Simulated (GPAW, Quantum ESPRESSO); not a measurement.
This is a calculation of InSe for GPAW 26.7.0 (ASE script). 

File run.py:

```python
from ase import Atoms
from ase.dft.bandgap import bandgap
from ase.io import write
from ase.units import GPa
from gpaw import GPAW, PW, setup_paths

setup_paths.insert(0, '.')

atoms = Atoms(['In', 'In', 'Se', 'Se'],
              cell=[[2.0, 1.1547005384, 8.44],
                    [-2.0, 1.1547005384, 8.44],
                    [0.0, -2.3094010768, 8.44]],
              scaled_positions=[[0.8886, 0.8886, 0.8886],
                                [0.0, 0.0, 0.0],
                                [0.1719, 0.1719, 0.1719],
                                [0.3835, 0.3835, 0.3835]],
              pbc=True)

calc = GPAW(mode=PW(600),
            xc='PBEsol',
            kpts={'size': (8, 8, 8), 'gamma': True},
            occupations={'name': 'fermi-dirac', 'width': 0.05},
            nbands=32,
            convergence={'density': 1e-05, 'energy': 1e-05},
            maxiter=150,
            txt='gpaw.txt')
atoms.calc = calc
energy = atoms.get_potential_energy()
forces = atoms.get_forces()
stress = atoms.get_stress()
calc.write('gs.gpw')
write('result.traj', atoms)
print(f'Energy: {energy:.6f} eV')
print('Forces (eV/A):')
print(forces.round(4))
print('Stress (GPa):', (stress / GPa).round(3))
print('Fermi level:', round(calc.get_fermi_level(), 4), 'eV')
print(f'Gap: {bandgap(calc)[0]:.4f} eV, direct: {bandgap(calc, direct=True)[0]:.4f} eV')
```

Potentials or basis: PAW data sets generated in the run's folder for this functional, pw.

The run is started by

```sh
$ gpaw-setup -f PBEsol In Se
$ OMP_NUM_THREADS=1 python run.py
```

Question: What does the same run look like in Quantum ESPRESSO 7.5? Potentials or basis there: GBRV 1.5 PBEsol, cutoff 762 eV.

Answer: As run (cutoffs and basis follow the program's own potentials, and thresholds, step limits or extra output files can differ):

Contents of pw.in:

```
&CONTROL
  calculation = 'scf'
  prefix = 'pwscf'
  outdir = './tmp'
  pseudo_dir = './pseudo'
  tprnfor = .true.
  tstress = .true.
  disk_io = 'low'
/
&SYSTEM
  ibrav = 0
  celldm(1) = 8
  nat = 4
  ntyp = 2
  ecutwfc = 56
  ecutrho = 448
  nbnd = 27
  occupations = 'smearing'
  smearing = 'fd'
  degauss = 0.00367493
/
&ELECTRONS
  conv_thr = 8d-10
  electron_maxstep = 120
  mixing_beta = 0.5
/
ATOMIC_SPECIES
In   114.8180 in_pbesol_v1.4.uspp.F.UPF
Se    78.9710 se_pbesol_v1.uspp.F.UPF
CELL_PARAMETERS alat
  0.4724315311564   0.2727584716917   1.9936610614802
 -0.4724315311564   0.2727584716917   1.9936610614802
  0.0000000000000  -0.5455169433835   1.9936610614802
ATOMIC_POSITIONS crystal
In     0.8886000000    0.8886000000    0.8886000000
In     0.0000000000    0.0000000000    0.0000000000
Se     0.1719000000    0.1719000000    0.1719000000
Se     0.3835000000    0.3835000000    0.3835000000
K_POINTS automatic
8 8 8 0 0 0
```

pp_density.in

```
&INPUTPP
  prefix = 'pwscf'
  outdir = './tmp'
  filplot = 'density.dat'
  plot_num = 0
/
&PLOT
  nfile = 1
  filepp(1) = 'density.dat'
  iflag = 3
  output_format = 6
  fileout = 'density.cube'
/
```

The input pp_potential.in:

```
&INPUTPP
  prefix = 'pwscf'
  outdir = './tmp'
  filplot = 'potential.dat'
  plot_num = 11
/
&PLOT
  nfile = 1
  filepp(1) = 'potential.dat'
  iflag = 3
  output_format = 6
  fileout = 'potential.cube'
/
```

Potentials or basis: GBRV 1.5 PBEsol.

Launch:

```bash
$ OMP_NUM_THREADS=1 mpirun -n 2 pw.x -nk 2 -in pw.in > pw.out
$ OMP_NUM_THREADS=1 mpirun -n 1 pp.x -in pp_density.in > pp_density.out
$ OMP_NUM_THREADS=1 mpirun -n 1 pp.x -in pp_potential.in > pp_potential.out
```

Both were run:

|  | GPAW | Quantum ESPRESSO |
| --- | --- | --- |
| Pressure | -0.1 GPa | 0.0 GPa |
| Largest force | 0.313 eV/Å | 0.305 eV/Å |

Pressure is positive in compression.
